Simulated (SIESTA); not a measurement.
# HfO2 under changes of volume

One of the cells (11.152 Å³/atom); the others are scaled copies at fixed shape and fractional positions:

```
CELL_PARAMETERS angstrom
0.00000 2.55750 2.55750
2.55750 0.00000 2.55750
2.55750 2.55750 0.00000
ATOMIC_POSITIONS crystal
Hf 0.00000 0.00000 0.00000
O 0.75000 0.75000 0.75000
O 0.25000 0.25000 0.25000
```

Measurements of this composition are mostly on another form, of space group No. 14.

| Quantity | Value |
| --- | --- |
| Program | SIESTA 5.4.2 |
| Functional | LDA |
| Potentials or basis | PseudoDojo 0.4 standard (LDA files) |
| Basis | DZP (energy shift 0.003 Ry; two zetas on semicore shells) |
| Grid cutoff | 800 Ry |
| Energy shift | 0.003 Ry |
| k mesh | 9 × 9 × 9 |
| Occupations | fermi-dirac, width 0.05 eV |
| Spin | no spin polarisation |

| volume (Å³/atom) | energy over the lowest point (meV/atom) | pressure (GPa) | gap on the mesh (eV) |
| --- | --- | --- | --- |
| 10.483 | 0.00 | 0.0 | 3.67 |
| 10.706 | 4.00 | -5.6 | 3.63 |
| 10.929 | 15.37 | -10.7 | 3.58 |
| 11.152 | 33.53 | -15.2 | 3.54 |
| 11.375 | 57.50 | -19.2 | 3.48 |
| 11.598 | 86.84 | -22.9 | 3.43 |
| 11.821 | ? | ? | ? |

What does the run at 11.821 Å³/atom give?

Energy over the lowest point 120.90 meV/atom; pressure -26.0 GPa; gap on the mesh 3.38 eV.

Worked out: A Birch-Murnaghan fit of order 3 (a polynomial in V^(-2/3)) to the other rows has its minimum at 10.48 Å³/atom with B0 = V·E''(V) = 282 GPa and B' = 4.4. It gives 120.89 meV/atom at 11.821 Å³/atom, against the run's 120.90, and -dE/dV = -26.0 GPa, against -26.0. A parabola through the other rows of the gap, of slope -3.1 eV per unit of ln V there, extrapolates to 3.37 eV, against the run's 3.38.

Energies are extrapolated to zero smearing.

Caveats: short orbitals over semicore shells can move pressures by several GPa; spin-orbit coupling is left out, which moves the levels of the heavy elements; an odd mesh through Γ misses points on the zone boundary, where band edges often lie; the basis of atomic orbitals isn't converged, which shifts pressures, moduli and gaps.
